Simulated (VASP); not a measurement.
Here is a VASP 6.6.1 calculation.

The input INCAR:

```
SYSTEM = BeTe
ALGO = Normal
EDIFF = 1E-6
EDIFFG = -0.01
ENCUT = 600
GGA = PS
IBRION = 2
ISIF = 3
ISMEAR = 0
KPAR = 4
LASPH = .TRUE.
LCHARG = .FALSE.
LREAL = .FALSE.
LWAVE = .FALSE.
NELM = 80
NSW = 90
PREC = Accurate
SIGMA = 0.03
```

File KPOINTS:

```
k-points
0
G
  8 8 8
  0 0 0
```

Contents of POSCAR:

```
BeTe
1.0
    0.0000000000      2.7700000000      2.7700000000
    2.7700000000      0.0000000000      2.7700000000
    2.7700000000      2.7700000000      0.0000000000
Be Te
1 1
Direct
    0.0000000000      0.0000000000      0.0000000000
    0.2500000000      0.2500000000      0.2500000000
```

Potentials or basis: VASP PAW PBE potentials, release 64 (Be, Te).

Launch:

```bash
$ cat potpaw_PBE.64/Be/POTCAR potpaw_PBE.64/Te/POTCAR > POTCAR
$ mpirun -np 4 vasp_std > vasp.out
```

Q: What does it give for the space group after relaxing (to 0.05 Å)?

A: F-43m (No. 216).

Q: Estimate the relaxed volume.

A: 22.10 Å³/atom.

Q: What does it give for the band gap on the k mesh?

A: 1.83 eV, indirect (least direct gap 3.59 eV).

Step by step:
```tsv
step	energy change (eV)	largest force (eV/Å)	pressure (GPa)	volume (Å³)
1	0.0000	0.0000	2.54	42.51
2	-0.0122	0.0000	-0.55	44.61
3	-0.0129	0.0000	0.00	44.19
```

Caveat: the PAW data sets were made with another functional, which shifts forces and pressure a little; spin-orbit coupling is left out, which moves the levels of the heavy elements. A k mesh can miss the band edges.
